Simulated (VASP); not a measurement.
Input of a VASP 6.6.1 run:

Contents of INCAR:

```
  PREC = Accurate
  ENCUT = 600
  EDIFF = 1E-7
  ISMEAR = 1
  SIGMA = 0.1
  LREAL = False
  LASPH = True
  NELM = 150
  ALGO = Normal
  ISIF = 3
  LWAVE = False
  LCHARG = False
  ISPIN = 2
  MAGMOM = 3.5 3.5 3.5 -3.5 0 0 0 0
  LORBIT = 11
  LMAXMIX = 4
  IBRION = 2
  NSW = 90
  EDIFFG = -0.005
  AMIX = 0.2
  BMIX = 1E-4
  AMIX_MAG = 0.8
  BMIX_MAG = 1E-4
  KPAR = 4
```

File KPOINTS:

```
Automatic mesh
0
Gamma
  8 8 8
```

POSCAR

```
MnSi                                    
1.0
    4.4215865361      0.0000089100     -0.0000089107
    0.0000089107      4.4215865361      0.0000089100
   -0.0000089100      0.0000089107      4.4215865361
  Mn              Si            
     4     4
Direct
     0.1377958303739551    0.1377954226204976    0.1377948180777706
     0.3622045773795023    0.8622051819222292    0.6377958303739552
     0.6377948180777708    0.3622041696260449    0.8622045773795024
     0.8622027643175826    0.6377972356824174    0.3622027643175827
     0.8455886841348947    0.8455928970746391    0.8455912414884071
     0.6544071029253609    0.1544087585115929    0.3455886841348950
     0.3455912414884071    0.6544113158651053    0.1544071029253608
     0.1544149813025263    0.3455850186974737    0.6544149813025262
```

Potentials or basis: VASP PAW LDA potentials, release 64 (Mn_pv, Si).

Run with:

```bash
$ cat potpaw_LDA.64/Mn_pv/POTCAR potpaw_LDA.64/Si/POTCAR > POTCAR
$ mpirun -np 4 vasp_std > vasp.out
```

(1) What does it give for the relaxed volume?

(2) What does it give for the relaxed cell?

(3) Predict the space group after relaxing (to 0.05 Å).

Answers

(1) 10.83 Å³/atom.

(2) a = 4.425 Å, b = 4.425 Å, c = 4.425 Å, α = 90.00°, β = 90.00°, γ = 90.00°.

(3) P2_13 (No. 198).
